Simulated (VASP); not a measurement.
# Ti (P6_3/mmc) in VASP: further runs

The runs below take Ti through relaxation of cell and atoms, with PBEsol.

All numbers are computed with VASP 6.6.1; they aren't measurements. Logs are shortened: lines on timing, memory, paths and dates and some standing lists are left out, and cuts for length are marked.

### Step 1. Starting point

It takes space group P6_3/mmc (No. 194, hexagonal). The conventional cell has a = 2.950 Å, b = 2.950 Å, c = 4.680 Å, α = 90.00°, β = 90.00°, γ = 120.00°. Ti (site symmetry -6m2) is surrounded by 12 Ti at 2.89 to 2.95 Å.

### Step 2. Relaxation of cell and atoms, PBEsol

Input file INCAR:

```
PREC = Accurate ; ENCUT = 600
EDIFF = 1E-6 ; ISMEAR = 1
SIGMA = 0.1 ; LREAL = False
LASPH = True ; NELM = 80
ALGO = Normal ; ISIF = 3
LWAVE = False ; LCHARG = False
GGA = PS ; IBRION = 2
NSW = 90 ; EDIFFG = -0.01
```

Input file KPOINTS:

```
Automatic mesh
0
Gamma
  15 15 8
```

Input file POSCAR:

```
Ti
1.0
    2.9500000000      0.0000000000      0.0000000000
   -1.4750000000      2.5547749412      0.0000000000
    0.0000000000      0.0000000000      4.6800000000
Ti
2
Direct
    0.3333333333      0.6666666667      0.2500000000
    0.6666666667      0.3333333333      0.7500000000
```

Potentials or basis: VASP PAW PBE potentials, release 64 (Ti_sv).

The run is started by

```console
$ cat potpaw_PBE.64/Ti_sv/POTCAR > POTCAR
$ mpirun -np 1 vasp_std > vasp.out
```

OUTCAR:

```text
PREC = Accurate
   ENCUT = 600
   EDIFF = 1E-6
   ISMEAR = 1
   LREAL = False
   LASPH = True
   NELM = 80
   ISIF = 3
   GGA = PS
   IBRION = 2
   NSW = 90
   EDIFFG = -0.01

 ion  position               nearest neighbor table
   1  0.333  0.667  0.250-   2 2.89   2 2.89   2 2.89   2 2.89   2 2.89   2 2.89
   2  0.667  0.333  0.750-   1 2.89   1 2.89   1 2.89   1 2.89   1 2.89   1 2.89

  LATTYP: Found a hexagonal cell.
 ALAT       =     2.9500000000
 C/A-ratio  =     1.5864406780

  Lattice vectors:

 A1 = (   2.9500000000,   0.0000000000,   0.0000000000)
 A2 = (  -1.4750000000,   2.5547749412,   0.0000000000)
 A3 = (   0.0000000000,   0.0000000000,   4.6800000000)

Analysis of symmetry for initial positions (statically):
=====================================================================
 Subroutine PRICEL returns:
 Original cell was already a primitive cell.

 Routine SETGRP: Setting up the symmetry group for a
 hexagonal supercell.

 Subroutine GETGRP returns: Found 24 space group operations
 (whereof 12 operations were pure point group operations)
 out of a pool of 24 trial point group operations.

The static configuration has the point symmetry D_3d.
 The point group associated with its full space group is D_6h.

Analysis of symmetry for dynamics (positions and initial velocities):
=====================================================================
 Subroutine PRICEL returns:
 Original cell was already a primitive cell.

 Routine SETGRP: Setting up the symmetry group for a
 hexagonal supercell.

 Subroutine GETGRP returns: Found 24 space group operations
 (whereof 12 operations were pure point group operations)
 out of a pool of 24 trial point group operations.

The dynamic configuration has the point symmetry D_3d.
 The point group associated with its full space group is D_6h.

 Subroutine INISYM returns: Found 24 space group operations
 (whereof 12 operations are pure point group operations),
 and found     1 'primitive' translations

----------------------------------------------------------------------------------------

                                     Primitive cell

  volume of cell :      35.2712

  direct lattice vectors                    reciprocal lattice vectors
     2.950000000  0.000000000  0.000000000     0.338983051  0.195711956  0.000000000
    -1.475000000  2.554774941  0.000000000     0.000000000  0.391423911  0.000000000
     0.000000000  0.000000000  4.680000000     0.000000000  0.000000000  0.213675214

  length of vectors
     2.950000000  2.950000000  4.680000000     0.391423911  0.391423911  0.213675214

  position of ions in fractional coordinates (direct lattice)
     0.333333333  0.666666667  0.250000000
     0.666666667  0.333333333  0.750000000

  ion indices of the primitive-cell ions
   primitive index   ion index
                 1           1
                 2           2

----------------------------------------------------------------------------------------

 KPOINTS: Automatic mesh

Automatic generation of k-mesh.
 Grid dimensions read from file:
 generate k-points for:   15   15    8

 Generating k-lattice:

  Cartesian coordinates                     Fractional coordinates (reciprocal lattice)
     0.022598870  0.013047464  0.000000000     0.066666667 -0.000000000  0.000000000
     0.000000000  0.026094927  0.000000000     0.000000000  0.066666667  0.000000000
     0.000000000  0.000000000  0.026709402     0.000000000  0.000000000  0.125000000

  Length of vectors
     0.026094927  0.026094927  0.026709402

  Shift w.r.t. Gamma in fractional coordinates (k-lattice)
     0.000000000  0.000000000  0.000000000

 Subroutine IBZKPT returns following result:
 ===========================================

 Found    135 irreducible k-points:

 Following reciprocal coordinates:
            Coordinates               Weight
  0.000000  0.000000  0.000000      1.000000
  0.066667  0.000000  0.000000      6.000000
  0.133333  0.000000  0.000000      6.000000
  0.200000  0.000000  0.000000      6.000000
  0.266667  0.000000  0.000000      6.000000
  0.333333  0.000000  0.000000      6.000000
[... 16 lines left out ...]
  0.333333  0.200000  0.000000     12.000000
  0.400000  0.200000  0.000000      6.000000
 [... further k-points ...]
   k-points           NKPTS =    135   k-points in BZ     NKDIM =    135   number of bands    NBANDS=     16
   number of dos      NEDOS =    301   number of ions     NIONS =      2
   total plane-waves  NPLWV =  23040
   dimension x,y,z NGX =    24 NGY =   24 NGZ =   40
   dimension x,y,z NGXF=    48 NGYF=   48 NGZF=   80
   ions per type =               2
   NGX,Y,Z   is equivalent  to a cutoff of  13.53, 13.53, 14.21 a.u.
   NGXF,Y,Z  is equivalent  to a cutoff of  27.05, 27.05, 28.42 a.u.
 SYSTEM =  unknown system
   PREC   = accura    normal or accurate (medium, high low for compatibility)
   ISTART =      0    job   : 0-new  1-cont  2-samecut
   ICHARG =      2    charge: 1-file 2-atom 10-const
   ISPIN  =      1    spin polarized calculation?
   LNONCOLLINEAR =      F non collinear calculations
   LSORBIT =      F    spin-orbit coupling
   LASPH  =      T    aspherical Exc in radial PAW
   ENCUT  =  600.0 eV  44.10 Ry    6.64 a.u.   5.89  5.89  9.35*2*pi/ulx,y,z
   NELM   =     80;   NELMIN=  2; NELMDL= -5     # of ELM steps
   EDIFF  = 0.1E-05   stopping-criterion for ELM
   LREAL  =      F    real-space projection
   EDIFFG = -.1E-01   stopping-criterion for IOM
   NSW    =     90    number of steps for IOM
   IBRION =      2    ionic relax: 0-MD 1-quasi-New 2-CG
   NFREE  =      1    steps in history (QN), initial steepest desc. (CG)
   ISIF   =      3    stress and relaxation
   ISYM   =      2    0-nonsym 1-usesym 2-fastsym
   POTIM  = 0.5000    time-step for ionic-motion
   TEBEG  =    0.0;   TEEND  =   0.0 temperature during run
   PSTRESS=    0.0 pullay stress
   NELECT =      24.0000    total number of electrons
   NUPDOWN=      -1.0000    fix difference up-down
   EMIN   =  10.00;   EMAX   =-10.00  energy-range for DOS
   EFERMI =   0.00;   METHOD = LEGACY
   ISMEAR =     1;   SIGMA  =   0.10  broadening in eV -4-tet -1-fermi 0-gaus
   EFERMI_NEDOS =   21; number of points for ismear=-14 and -15
   IALGO  =     38    algorithm
   IMIX   =      4    mixing-type and parameters
     AMIX     =   0.40;   BMIX     =  1.00
     AMIX_MAG =   1.60;   BMIX_MAG =  1.00
  volume/ion in A,a.u.               =      17.64       119.01
  Fermi-wavevector in a.u.,A,eV,Ry     =   1.439920  2.721055 28.209912  2.073370
  Thomas-Fermi vector in A             =   2.558722
   LORBIT       =      0    0 simple, 1 ext, 2 COOP (PROOUT), +10 PAW based schemes
   GGA     = PS    functional components
   LHFCALC =     F    Hartree Fock is set to
   AEXX    =    0.0000 exact exchange contribution
   IVDW    =     0    specifies the selected vdW correction
   LEPSILON=     F    determine dielectric tensor
   LRPA    =     F    only Hartree local field effects (RPA)
 conjugate gradient relaxation of ions
 non-spin polarized calculation
 Methfessel and Paxton  Order N= 1 SIGMA  =   0.10
  energy-cutoff  :      600.00
  volume of cell :       35.27
 maximum number of plane-waves:      1194
 NGX is ok and might be reduce to    24
   NGX = 11   NGY = 11   NGZ = 19

--------------------------------------- Ionic step        1  -------------------------------------------

 number of electron      23.9999997 magnetization

 Free energy of the ion-electron system (eV)
  ---------------------------------------------------
  ext. energy  EPLUGINS =         0.00000000
  ---------------------------------------------------
  free energy    TOTEN  =       -16.64196217 eV

  energy without entropy =      -16.64259731  energy(sigma->0) =      -16.64217388

------------------------ aborting loop because EDIFF is reached ----------------------------------------

  FORCE on cell =-STRESS in cart. coord.  units (eV):
  Direction    XX          YY          ZZ          XY          YZ          ZX
  --------------------------------------------------------------------------------------
  -------------------------------------------------------------------------------------
  Total       -1.2749922     -1.2749922     -1.3672536      0.0000000     -0.0000000      0.0000000
  in kB      -57.9158700    -57.9158700    -62.1067981      0.0000000     -0.0000000      0.0000000
  external PRESSURE =     -59.3128460 kB  Pullay stress =       0.0000000 kB
[... 201 lines left out ...]
  energy  without entropy=      -16.6792721714  energy(sigma->0) =      -16.67911573

--------------------------------------- Ionic step        7  -------------------------------------------

 number of electron      23.9999997 magnetization

 Free energy of the ion-electron system (eV)
  ---------------------------------------------------
  ext. energy  EPLUGINS =         0.00000000
  ---------------------------------------------------
  free energy    TOTEN  =       -16.67906826 eV

  energy without entropy =      -16.67944924  energy(sigma->0) =      -16.67919526

 E-fermi :   8.6524     XC(G=0): -11.8286

 val. band max:        8.6522543571   @ k =   0.0000   0.0000   0.3750
 cond. band min:       8.6572198713   @ k =   0.0667   0.0000   0.2500
 fundamental gap:      0.0049655142
 Fermi energy:         8.6523791210

 k-point     1 :       0.0000    0.0000    0.0000
  band No.  band energies     occupation
      1     -47.9283      2.00000
      2     -47.7612      2.00000
      3     -24.6789      2.00000
      4     -23.9335      2.00000
      5     -23.9335      2.00000
      6     -23.8540      2.00000
[... 8 lines left out ...]
     15       9.9670     -0.00000
     16       9.9670     -0.00000
[... 420 lines left out ...]
  band No.  band energies     occupation
      1     -47.7709      2.00000
      2     -47.7372      2.00000
      3     -24.4184      2.00000
      4     -24.2770      2.00000
      5     -24.2677      2.00000
      6     -24.1917      2.00000
[... 8 lines left out ...]
     15      10.0512     -0.00000
     16      11.8519      0.00000

 [... further k-points ...]

------------------------ aborting loop because EDIFF is reached ----------------------------------------

  FORCE on cell =-STRESS in cart. coord.  units (eV):
  Direction    XX          YY          ZZ          XY          YZ          ZX
  --------------------------------------------------------------------------------------
  -------------------------------------------------------------------------------------
  Total       -0.0131187     -0.0131187      0.0037245      0.0000000      0.0000000      0.0000000
  in kB       -0.6298729     -0.6298729      0.1788241      0.0000000      0.0000000      0.0000000
  external PRESSURE =      -0.3603072 kB  Pullay stress =       0.0000000 kB
[... 17 lines left out ...]
  FREE ENERGIE OF THE ION-ELECTRON SYSTEM (eV)
  ---------------------------------------------------
  free  energy   TOTEN  =       -16.6790682635 eV

  energy  without entropy=      -16.6794492420  energy(sigma->0) =      -16.67919526

 reached required accuracy - stopping structural energy minimisation
```

It took 7.4 min on 1 thread of Intel Xeon Platinum 8488C (Sapphire Rapids), shared host; peak memory 0.22 GiB.

Results:

* Free energy: -16.6791 eV
* Relaxed volume: 16.68 Å³/atom
* Relaxed cell: a = 2.902 Å, b = 2.902 Å, c = 4.575 Å, α = 90.00°, β = 90.00°, γ = 120.00°
* Space group after relaxing (to 0.05 Å): P6_3/mmc (No. 194)
* Energy gained by relaxing: 18.6 meV/atom
* Ionic steps: 7
* Pressure after relaxing: 0.0 GPa
* Band gap on the k mesh: none (metal or under the smearing width)

Stress tensor (GPa, compression positive):
```
-0.06  0.00  0.00
 0.00 -0.06  0.00
 0.00  0.00  0.02
```

Step by step:
```csv
step,energy change (eV),largest force (eV/Å),pressure (GPa),volume (Å³)
1,0.0000,0.0000,-5.93,35.27
2,-0.0166,0.0000,5.09,32.04
3,-0.0370,0.0000,-0.01,33.37
4,-0.0370,0.0000,0.11,33.33
5,-0.0371,0.0000,-0.02,33.38
6,-0.0371,0.0000,-0.15,33.41
7,-0.0371,0.0000,-0.04,33.37
```

Final structure:
```
Ti
1.0
     2.90210    0.00000    0.00000
    -1.45105    2.51329    0.00000
     0.00000    0.00000    4.57501
Ti
2
Direct
  0.33333 0.66667 0.25000
  0.66667 0.33333 0.75000
```

Levels at points of the mesh, in eV from the Fermi level:
| k point | band 9 | band 10 | band 11 | band 12 | band 13 | band 14 | band 15 | band 16 |
| --- | --- | --- | --- | --- | --- | --- | --- | --- |
| (0.00, 0.00, 0.00) | -6.32 | -2.81 | 0.78 | 0.78 | 0.92 | 0.93 | 1.31 | 1.31 |
| (0.00, 0.00, 0.50) | -4.39 | -4.39 | 0.09 | 0.09 | 0.67 | 0.67 | 0.67 | 0.67 |

Caveat: the PAW data sets were made with another functional, which shifts forces and pressure a little.

### Step 3. Relaxation of cell and atoms, PBEsol

This run uses another cell than the first one, of 16.68 Å³/atom, 0.946 times its volume.

Input file INCAR:

```
PREC = Accurate ; ENCUT = 600
EDIFF = 1E-7 ; ISMEAR = 1
SIGMA = 0.1 ; LREAL = False
LASPH = True ; NELM = 80
ALGO = Normal ; ISIF = 3
LWAVE = False ; LCHARG = False
GGA = PS ; IBRION = 2
NSW = 90 ; EDIFFG = -0.005
```

KPOINTS is that of step 2.

Input file POSCAR:

```
Ti                                      
1.0
    2.9021000120      0.0000000000      0.0000000000
   -1.4510500060      2.5132923347      0.0000000000
    0.0000000000     -0.0000000000      4.5750142022
  Ti            
     2
Direct
     0.3333333332999970    0.6666666667000030    0.2500000000000000
     0.6666666667000030    0.3333333332999970    0.7500000000000000
```

Potentials or basis: VASP PAW PBE potentials, release 64 (Ti_sv).

The run is started by

```console
$ cat potpaw_PBE.64/Ti_sv/POTCAR > POTCAR
$ mpirun -np 1 vasp_std > vasp.out
```

Wall time 81 s (1 thread of Intel Xeon Platinum 8488C (Sapphire Rapids), shared host); peak memory 0.2 GiB.

It converged, with:

```
Free energy             : -16.6782 eV
Pressure after relaxing : 0.0 GPa
Band gap on the k mesh  : none (metal or under the smearing width)
```

Final structure:
```
Ti
1.0
     2.90210    0.00000    0.00000
    -1.45105    2.51329    0.00000
     0.00000    0.00000    4.57501
Ti
2
Direct
  0.33333 0.66667 0.25000
  0.66667 0.33333 0.75000
```

Levels at points of the mesh, in eV from the Fermi level:
| k point | band 8 | band 9 | band 10 | band 11 | band 12 | band 13 | band 14 | band 15 | band 16 |
| --- | --- | --- | --- | --- | --- | --- | --- | --- | --- |
| (0.00, 0.00, 0.00) | -32.47 | -6.32 | -2.81 | 0.78 | 0.78 | 0.92 | 0.93 | 1.31 | 1.31 |
| (0.00, 0.00, 0.50) | -32.53 | -4.39 | -4.39 | 0.09 | 0.09 | 0.67 | 0.67 | 0.67 | 0.67 |

Caveat: the relaxation stopped at its first step, so nothing moved; the PAW data sets were made with another functional, which shifts forces and pressure a little.
